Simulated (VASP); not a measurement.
TaN:

```xyz
4
Lattice="2.9218 0.0000 0.0000 -1.4609 2.5303 0.0000 0.0000 0.0000 5.9165" Properties=species:S:1:pos:R:3 pbc="T T T"
Ta    0.0000    0.0000    2.9583
Ta    0.0000    0.0000    0.0000
N     0.0000    1.6869    1.4791
N     1.4609    0.8434    4.4374
```

The cell comes from a database or a generator and needn't be the stable form of this composition.

- Program: VASP 6.6.1
- Task: relaxation of cell and atoms
- Functional: RPBE
- Dispersion: D4
- Potentials or basis: VASP PAW PBE potentials, release 64 (Ta_pv, N)
- Cutoff: 600 eV
- k mesh: 7 × 7 × 4
- Occupations: fermi-dirac, width 0.05 eV
- Spin: no spin polarisation

At the start: pressure -5.8 GPa; volume 10.94 Å³/atom.

How do energy, volume and symmetry change on relaxing?

Over 6 steps the energy falls by 4.1 meV/atom and the volume is 10.73 Å³/atom (-1.8 %); space group P6_3/mmc (No. 194, to 0.05 Å).

Step by step:
```tsv
step	energy change (eV)	largest force (eV/Å)	pressure (GPa)	volume (Å³)
1	0.0000	0.0000	-5.75	43.74
2	0.0529	0.0000	13.99	41.30
3	-0.0159	0.0000	0.11	42.93
4	-0.0159	0.0000	0.25	42.92
5	-0.0160	0.0000	-0.13	42.95
6	-0.0164	0.0000	0.05	42.93
```

Final structure:
```
Ta N
1.0
     2.89763    0.00000    0.00000
    -1.44882    2.50942    0.00000
     0.00000    0.00000    5.90429
Ta N
2 2
Cartesian
  0.0000 0.0000 2.9521
  0.0000 0.0000 0.0000
  0.0000 1.6729 1.4761
  1.4488 0.8365 4.4282
```

Caveat: the PAW data sets were made with another functional, which shifts forces and pressure a little; pairwise dispersion overbinds metals, which lowers pressure and volume.
